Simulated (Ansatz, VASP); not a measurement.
## IrO2 in VASP and in Ansatz

```
Ir O
1.0
     4.49900    0.00000    0.00000
     0.00000    4.49900    0.00000
     0.00000    0.00000    3.14600
Ir O
2 4
Direct
  0.00000 0.00000 0.00000
  0.50000 0.50000 0.50000
  0.31100 0.31100 0.00000
  0.18900 0.81100 0.50000
  0.68900 0.68900 0.00000
  0.81100 0.18900 0.50000
```

Alike in both runs: task single point; functional PBEsol; k mesh 5 × 5 × 7; occupations gaussian, width 0.05 eV; collinear spin.

|  | VASP | Ansatz |
| --- | --- | --- |
| version | VASP 6.6.1 | Ansatz 0.2.0 |
| potentials or method | VASP PAW PBE potentials, release 64 (Ir, O) | scalar-relativistic, plane waves, PAW |
| plane-wave cutoff (eV) | 520 | 420 |
| valence electrons in the cell | 42 | 58 |

VASP gave:

- gap on the k mesh at the Fermi level (eV): none
- pressure (GPa): 1.0
- largest component of the traceless stress (GPa): 4.96
- rms of the force components (eV/Å): 0.281
- net moment per atom (μB): 0.06
- size of the moment on the site where the two differ most (μB): 0.11

Q: Which values does Ansatz return?

A: gap on the k mesh at the Fermi level (eV): none; pressure (GPa): -1.8; largest component of the traceless stress (GPa): 3.99; rms of the force components (eV/Å): 0.262; net moment per atom (μB): 0.06; size of the moment on the site where the two differ most (μB): 0.08.

Site moments also hang on the region over which each program counts them. Atom by atom the forces differ by 0.019 eV/Å (rms over components). A gap of «none» marks a metal or a gap that the smearing closes. The two sets of potentials don't hold the same shells in valence. Ansatz warned: «seeded_moment_not_kept».

Caveats: the PAW data sets were made with another functional, which shifts forces and pressure a little (VASP); the moment fell far below its start of 5 μB, so a state of higher moment may lie lower in energy (VASP). The runs have no spin-orbit coupling, so splittings on Ir are missing.
